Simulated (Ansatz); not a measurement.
# CdTe (F-43m) in Ansatz: Born charges and dielectric tensor with LDA

Aim: the Born charges and dielectric tensor of CdTe with LDA.

Program: Ansatz 0.2.0. These are calculated values, not measurements. Logs are shortened: lines on timing, memory, paths and dates and some standing lists are left out, and cuts for length are marked.

**Measured values to compare with.**

From a printed reference work, data compilation, for a bulk crystal of CdTe at 0 K: band gap 1.607 eV.

How close the calculation comes is told below.

**1. Starting point**

It takes space group F-43m (No. 216, cubic). Conventional cell: a = 6.410 Å, b = 6.410 Å, c = 6.410 Å, α = 90.00°, β = 90.00°, γ = 90.00°. Te (site symmetry -43m) has 4 Cd at 2.78 Å as nearest neighbours. Around Cd (site symmetry -43m) lie 4 Te at 2.78 Å.

**2. Born charges and dielectric tensor, LDA**

Contents of input.yaml:

```yaml
crystal:
  lattice:
    - [0.0, 3.205, 3.205]
    - [3.205, 0.0, 3.205]
    - [3.205, 3.205, 0.0]
  atoms:
    - { symbol: Te, position: [0.75, 0.75, 0.75] }
    - { symbol: Cd, position: [0.0, 0.0, 0.0] }
hamiltonian:
  xc: lda
  pseudopotentials: { kind: paw }
kpoints:
  mp_grid: { grid: [7, 7, 7] }
scf:
  occupations: { method: fixed }
output:
  eigenvalues: true
dielectric:
  method: response
```

Potentials or basis: Ansatz PAW.

Started as:

```sh
> ansatz run input.yaml --threads 2 --pin off --max-ram 5632MiB --backend cpu --events-out ev --progress --plain --runs-dir out
```

The program printed:

```text
Warning: RAYON_NUM_THREADS=2 ignored (pool sized by the plan → 2); use --threads N
Engine: ansatz 0.2.0, aarch64-unknown-linux-gnu
Pseudopotentials: kind: paw
Pseudopotential: Te, paw, valence charge 16, recommended cutoff 420 eV (normal), Te.paw.azcp
Pseudopotential: Cd, paw, valence charge 20, recommended cutoff 420 eV (normal), Cd.paw.azcp
Functional definition: SPW92
  exchange = slater_x
  correlation = pw_c
Crystal: 2 atoms, lattice volume = 65.844 Å³
Basis set: ecut = 420 eV, 1243 PW (Γ), exchange–correlation on 64×64×64 points (8 copies of the dense FFT grid, shifted against one another)
Bands: 22, of which v1, the nominal top of the filled ones, is band 18 counted from 1 (17 counted from 0)
Symmetry: 24 space group operations
k-points: 64 of 343 (irreducible under 4 space group operations, time reversal used)
Non-local potential: Te, projectors of the file, l = 0: 2, l = 1: 2, l = 2: 2, l = 3: 2
Non-local potential: Cd, projectors of the file, l = 0: 3, l = 1: 2, l = 2: 2, l = 3: 1
PAW form: soft (Blöchl's): semilocal exchange-correlation on the pseudo side does not see the compensation charge
PAW frozen core: Te, regenerated for the run's functional, and the local potential with it (the file was generated under x = pbe(κ = 0.804, μ = 0.2195149727645171), c = pbe(β = 0.06672455060314922))
PAW frozen core: Cd, regenerated for the run's functional, and the local potential with it (the file was generated under x = pbe(κ = 0.804, μ = 0.2195149727645171), c = pbe(β = 0.06672455060314922))
PAW one-centre angular grid: Te, 590 points (default); XC on 64 Gauss nodes
PAW one-centre angular grid: Cd, 590 points (default); XC on 64 Gauss nodes
Initial density: superposition of atomic densities (neutral atoms: chi_scale 0, normalization atom), corrected by the library's trained network
Initial wavefunctions: pseudopotential atomic-orbital guess
Functional: x = slater, c = lda
SCF iter   1: F=—  HF=-14945.816370 eV  |F-HF|=—  |Δ(HF+E_count)|=         —  Δρ=6.56e-3  dr2=2.11e-2  ethr=1.77e-3  ⟨swp⟩=4.9  Hψ=5438  notcnv=0  defer=122
preconditioner: auto → none  [insulator: Δε(μ)=0.571 eV  Ē_g=11.380 eV  n_scr=14 (ndim 8)  ℏωp=19.4 eV  f_vac=0.179  ε∞_Penn≈3.9]
SCF iter   2: F=—  HF=-14945.809188 eV  |F-HF|=—  |Δ(HF+E_count)|=   7.18e-3  Δρ=2.12e-3  dr2=1.29e-3  ethr=5.85e-5  ⟨swp⟩=3.1  Hψ=3213  notcnv=0  defer=124
SCF iter   3: F=—  HF=-14945.809094 eV  |F-HF|=—  |Δ(HF+E_count)|=   9.48e-5  Δρ=1.02e-3  dr2=3.08e-4  ethr=3.59e-6  ⟨swp⟩=2.0  Hψ=2054  notcnv=0  defer=122
SCF iter   4: F=—  HF=-14945.809098 eV  |F-HF|=—  |Δ(HF+E_count)|=   4.53e-6  Δρ=3.11e-4  dr2=6.24e-5  ethr=8.56e-7  ⟨swp⟩=2.0  Hψ=1993  notcnv=0  defer=122
SCF iter   5: F=—  HF=-14945.809078 eV  |F-HF|=—  |Δ(HF+E_count)|=   2.05e-5  Δρ=2.18e-5  dr2=2.74e-7  ethr=1.73e-7  ⟨swp⟩=2.0  Hψ=1939  notcnv=0  defer=59
SCF iter   6: F=—  HF=-14945.809083 eV  |F-HF|=—  |Δ(HF+E_count)|=   5.23e-6  Δρ=8.89e-6  dr2=3.44e-8  ethr=7.60e-10  ⟨swp⟩=2.2  Hψ=2604  notcnv=0
SCF iter   7: F=—  HF=-14945.809083 eV  |F-HF|=—  |Δ(HF+E_count)|=   1.40e-8  Δρ=1.96e-6  dr2=1.65e-9  ethr=9.56e-11  ⟨swp⟩=3.0  Hψ=2874  notcnv=0
SCF iter   8: F=-14945.809083 eV  HF=-14945.809083 eV  |F-HF|=3.09e-11  |Δ(HF+E_count)|=  4.73e-10  Δρ=2.92e-7  dr2=3.29e-11  ethr=1.00e-12  ⟨swp⟩=3.9  Hψ=6547  notcnv=0
SCF 1 converged in 8 iterations: F = -14945.809083 eV  dr2 = 3.29e-11
NSCF: frozen V_eff on 6 k-points
DFPT response loops at Γ: preconditioner auto → none (the input reference at scf.mixing.eps_inf says where Resta's filter doesn't serve); β = 0.50; Broyden in place of MSR1
── the response to a field inside a basis, on 10×10×10 k-points: an SCF that follows is theirs, and a resumed run solves both again ──
Bands: 19, of which v1, the nominal top of the filled ones, is band 18 counted from 1 (17 counted from 0)
k-points: 110
Initial density: handed on by an earlier stage of this run
Initial wavefunctions: pseudopotential atomic-orbital guess (no wavefunctions were taken with the density)
Eigensolver: Dense (110 Hₖ)
SCF iter   1: F=—  HF=-14945.809951 eV  |F-HF|=—  |Δ(HF+E_count)|=         —  Δρ=1.72e-4  dr2=1.39e-5  ethr=1.00e-1
preconditioner: auto → none  [insulator: Δε(μ)=0.653 eV  Ē_g=9.353 eV  n_scr=14 (ndim 8)  ℏωp=19.4 eV  f_vac=0.173  ε∞_Penn≈5.3]
SCF iter   2: F=—  HF=-14945.809946 eV  |F-HF|=—  |Δ(HF+E_count)|=   4.79e-6  Δρ=7.22e-5  dr2=1.04e-6  ethr=3.87e-8
SCF iter   3: F=—  HF=-14945.809946 eV  |F-HF|=—  |Δ(HF+E_count)|=   6.28e-8  Δρ=2.86e-5  dr2=2.02e-7  ethr=2.89e-9
SCF iter   4: F=-14945.809946 eV  HF=-14945.809946 eV  |F-HF|=3.75e-8  |Δ(HF+E_count)|=   1.25e-8  Δρ=8.13e-6  dr2=3.86e-8  ethr=5.61e-10
SCF 1 converged in 4 iterations: F = -14945.809946 eV  dr2 = 3.86e-8
DFPT response loops at Γ: mixed as the last ones told, above
SCF converged after 8 iterations
Free energy (F): -14945.809083 eV
Harris-Foulkes:  -14945.809083 eV  (|F-HF|=3.09e-11)
Internal energy: -14945.809083 eV  (E = F + TS)
E sigma→0 (E₀):  -14945.809083 eV
Fermi energy:    7.618365 eV
--- Per-component energies (eV) ---
  E_band       = -786.124704
  E_kinetic    = 687.573062
  E_local      = -5358.997607  (includes V_loc(G=0)·N_el)
  E_nonlocal   = -263.912081
  E_hartree    = 2700.050583
  E_xc         = -299.545945
  E_vxc        = -326.524058  (∫ρ·V_xc dr)
  E_paw        = -8457.676800  (= ΣΔE_a)
  E_vpaw       = -924.365329  (= ΣTr[D̂ρ^β])
  E_aug_tail   = -0.000224  (compensation charges beyond the density's cutoff)
  E_ewald      = -3954.745301
  E_core_change = 1.445230  (= ΣΔE_core)
  E_smearing   = -0.000000  (= −TS)
  E_closure    = 0.000000  (closes the sum)
  Σ components = -14945.809083   (vs F -14945.809083, Δ=0.00e0)
--- Band table (eV; the first three rows and the last of 64) ---
  k-point 0: bands = ["-94.3600", "-55.5016", "-55.5016", "-55.5016", "-28.4305", "-28.4305", "-28.4305", "-28.4205", "-28.4205", "-3.8496", "-0.7683", "-0.7683", "-0.7683", "-0.4790", "-0.4790", "7.6184", "7.6184", "7.6184", "8.2288", "12.1320", "12.1320", "12.1320"]
  k-point 1: bands = ["-94.3600", "-55.5017", "-55.5016", "-55.5016", "-28.4306", "-28.4305", "-28.4305", "-28.4205", "-28.4205", "-3.7674", "-0.7525", "-0.7525", "-0.7082", "-0.4803", "-0.4803", "6.0711", "7.4288", "7.4288", "9.2682", "12.1411", "12.4108", "12.4108"]
  k-point 2: bands = ["-94.3600", "-55.5017", "-55.5016", "-55.5016", "-28.4306", "-28.4303", "-28.4303", "-28.4204", "-28.4204", "-3.5810", "-0.7208", "-0.7208", "-0.4973", "-0.4786", "-0.4786", "4.3271", "7.0668", "7.0668", "9.4607", "12.7561", "12.7561", "13.2670"]
  k-point 63: bands = ["-94.3600", "-55.5017", "-55.5017", "-55.5017", "-28.4305", "-28.4304", "-28.4301", "-28.4204", "-28.4203", "-3.3594", "-0.6696", "-0.6588", "-0.4942", "-0.4841", "-0.0739", "3.4389", "5.0184", "6.5098", "10.6879", "12.7336", "13.7365", "13.8216"]
--- Dielectric response (ions clamped): 3 representative field directions + reference, inside a basis on a mesh of 1000 k-points (Σ response iterations 15) ---
  ε∞ (high-frequency dielectric tensor):
        9.284234    -0.000000     0.000000
       -0.000000     9.284234     0.000000
        0.000000     0.000000     9.284234
  Born effective charges Z* (e; rows j = field, columns β = displacement):
    site 0:
        -2.13665    0.00000   -0.00000
        -0.00000   -2.13665   -0.00000
        -0.00000    0.00000   -2.13665
    site 1:
         2.13665   -0.00000    0.00000
         0.00000    2.13665    0.00000
         0.00000   -0.00000    2.13665
  Z* charge neutrality: 5.773e-4 e pre-enforcement
  solved inside a basis spanned on kpoints, on 10×10×10 k-points transformed towards the longest dipole: ε∞ is read to err by 2.5e-2, Z* by 2.1e-2 e (field_mesh: kpoints solves on kpoints); Z* is corrected for what the basis lacks
```

Run time: 32 s. Hardware: 2 threads of Arm Neoverse V2, shared host; peak memory 0.67 GiB.

What came out:

| Item | Value |
| --- | --- |
| Free energy | -14945.8091 eV |
| Band gap on the k mesh | 0.61 eV, direct |
| Electronic dielectric tensor (diagonal) | 9.28 |
| Born charges (mean of the diagonal) | Te -2.14; Cd +2.14 e |

Electronic dielectric tensor:
```
9.28 0.00 0.00
0.00 9.28 0.00
0.00 0.00 9.28
```

Born effective charge tensors (e):
atom 1, Te
```
-2.14  0.00  0.00
 0.00 -2.14  0.00
 0.00  0.00 -2.14
```
atom 2, Cd
```
2.14 0.00 0.00
0.00 2.14 0.00
0.00 0.00 2.14
```

Caveat: the gap is small at this level, which inflates the dielectric constant; odd divisions of the mesh miss points on the zone boundary, where band edges often lie, so the gap on the mesh can be too wide; spin-orbit coupling is left out, which moves the levels of the heavy elements.

**3. How close it comes**

Step 2. Against the measured gap of CdTe, 1.607 eV (0 K; a printed reference work, data compilation), the calculated 0.61 eV is off by -1.00 eV. Spin-orbit coupling on Cd, Te is left out. The value is that of LDA, without temperature or zero-point motion. Semilocal functionals fall short of measured gaps as a rule.
